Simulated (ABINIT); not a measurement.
Wanted: the native input for an ABINIT 10.8.3 (patched build) run.

| Quantity | Value |
| --- | --- |
| Task | single point |
| Functional | r2SCAN |
| Potentials or basis | JTH PAW PBE v2.0 |
| Cutoff | 544 eV |
| k mesh | 5 × 5 × 5 |
| Occupations | fermi-dirac, width 0.05 eV |
| Spin | collinear spin, ferromagnetic start |
| Starting moments | [3.0] μB |
| Fine-grid cutoff | 1088.46 eV |

Fe:

```xyz
1
Lattice="-1.4430 1.4430 1.4430 1.4430 -1.4430 1.4430 1.4430 1.4430 -1.4430" Properties=species:S:1:pos:R:3 pbc="T T T"
Fe    0.0000    0.0000    0.0000
```

These files were run (other wordings do the same):

run.abi

```
pp_dirpath "./"
pseudos "Fe.GGA_PBE-JTH.xml"

acell 2.4993493153 2.4993493153 2.4993493153 Angstrom
rprim
    -0.5773502692     0.5773502692     0.5773502692
     0.5773502692    -0.5773502692     0.5773502692
     0.5773502692     0.5773502692    -0.5773502692
ntypat 1
znucl 26
natom 1
typat 1
xcart
     0.0000000000     0.0000000000     0.0000000000

ecut 20.0
pawecutdg 40.0

kptopt 1
ngkpt 5 5 5
nshiftk 1
shiftk 0.0 0.0 0.0

ixc -497498
usekden 1
pawxcdev 0

nband 13
occopt 3
tsmear 0.05 eV

nsppol 2
spinat
     0.0000000000     0.0000000000     3.0000000000

nstep 100
tolvrs 1.0e-7

iomode 3
prtwf 0
prtden 0
prteig 0
prtebands 0
```

Potentials or basis: JTH PAW PBE v2.0.

Run with:

```sh
$ abinit run.abi > log 2>&1
```

It gave:

The band gap on the k mesh is none (metal or under the smearing width). The net moment is 2.88 μB per cell. The site moments are Fe +3.01 μB. The valence electrons inside the program's atomic spheres are Fe 14.35 (radii [1.1194] Å).

Caveat: the k mesh is coarse (spacing up to 0.62 Å⁻¹), so the values aren't converged.

Wall time 23 s on 1 thread of Arm Neoverse V2, with other jobs on the host, peak memory 0.1 GiB.
